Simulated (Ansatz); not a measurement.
## BeTe: a prediction, then the measurements

Level of theory: DFT PBE, scalar-relativistic, plane waves, PAW (Ansatz 0.2.0).

Plane waves to 420 eV, a k mesh through Γ of 8×8×8 on the computed 2-atom cell and Gaussian smearing (0.02 eV); no spin polarisation.

Relaxed structure:

```cif
data_structure
_symmetry_space_group_name_H-M 'F-43m'
_symmetry_Int_Tables_number 216
_cell_length_a 5.6639
_cell_length_b 5.6639
_cell_length_c 5.6639
_cell_angle_alpha 90.000
_cell_angle_beta 90.000
_cell_angle_gamma 90.000
_cell_volume 181.70
loop_
_atom_site_label
_atom_site_type_symbol
_atom_site_symmetry_multiplicity
_atom_site_Wyckoff_symbol
_atom_site_fract_x
_atom_site_fract_y
_atom_site_fract_z
_atom_site_occupancy
Be1 Be 4 a 0.00000 0.00000 0.00000 1
Te1 Te 4 c 0.25000 0.25000 0.25000 1
```

```json
{
 "Space group": "F-43m (No. 216)",
 "Volume per atom": "22.71 Å³",
 "Formation energy from the elements' standard states (uncorrected)": "-0.361 eV/atom",
 "Kohn–Sham band gap": "2.03 eV",
 "Orbital (Löwdin) character of the top 1 eV of the valence band": "Te 5p 89 %, unprojected 10 %",
 "Bader charge by site (e)": "Be (1 in the cell) 1.47, Te (1 in the cell) -1.47"
}
```

Spin-orbit coupling is left out, which matters for the bands of heavy elements.

**Against measurements.**

Against the measured lattice constant a of BeTe, 5.626 Å (300 K; a printed reference work (data compilation)), the calculated 5.664 Å is off by +0.7 %. The calculation is for 0 K without zero-point motion.

It was relaxed from a cell as deposited in COD. Kohn–Sham gaps at this level usually fall short of measured ones.
